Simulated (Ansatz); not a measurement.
The system is C.

```
C
1.0
     2.52210    0.00000    0.00000
    -1.26105    2.18420    0.00000
     0.00000    0.00000   12.35570
C
12
Direct
  0.66667 0.33333 0.35417
  0.33333 0.66667 0.85417
  0.66667 0.33333 0.14583
  0.33333 0.66667 0.64583
  0.66667 0.33333 0.47917
  0.33333 0.66667 0.97917
  0.66667 0.33333 0.02083
  0.33333 0.66667 0.52083
  0.00000 0.00000 0.81250
  0.00000 0.00000 0.31250
  0.00000 0.00000 0.68750
  0.00000 0.00000 0.18750
```

This is a hexagonal form of diamond, not graphite.

Base run:

| Item | Value |
| --- | --- |
| Program | Ansatz 0.2.0 |
| Functional | PBE |
| Potentials or basis | SSSP efficiency PAW |
| Cutoff | 612 eV |
| Density cutoff | 6123 eV |
| k mesh | 12 × 12 × 3 |
| Occupations | fermi-dirac, width 0.05 eV |
| Spin | no spin polarisation |

Its results: band gap on the k mesh 4.40 eV, indirect (least direct gap 5.31 eV); pressure 2.6 GPa; largest force 0.331 eV/Å.

Problem. After a change of settings the same cell gave: band gap on the k mesh 4.38 eV, indirect (least direct gap 5.30 eV); pressure 1.4 GPa; largest force 0.331 eV/Å. Which change was it?
A. potentials or basis from SSSP efficiency PAW to SPMS NC; cutoff from 612 eV to 1034 eV (not typed: the program's choice for these potentials)
B. potentials or basis from SSSP efficiency PAW to PseudoDojo standard (PBE files); cutoff from 612 eV to 1116 eV; density cutoff from 6123 eV to 4463 eV
C. potentials or basis from SSSP efficiency PAW to PseudoDojo stringent (PBE files); cutoff from 612 eV to 1116 eV; density cutoff from 6123 eV to 4463 eV
D. potentials or basis from SSSP efficiency PAW to JTH PAW; cutoff from 612 eV to 780 eV (not typed: the program's choice for these potentials)

Solution. D.
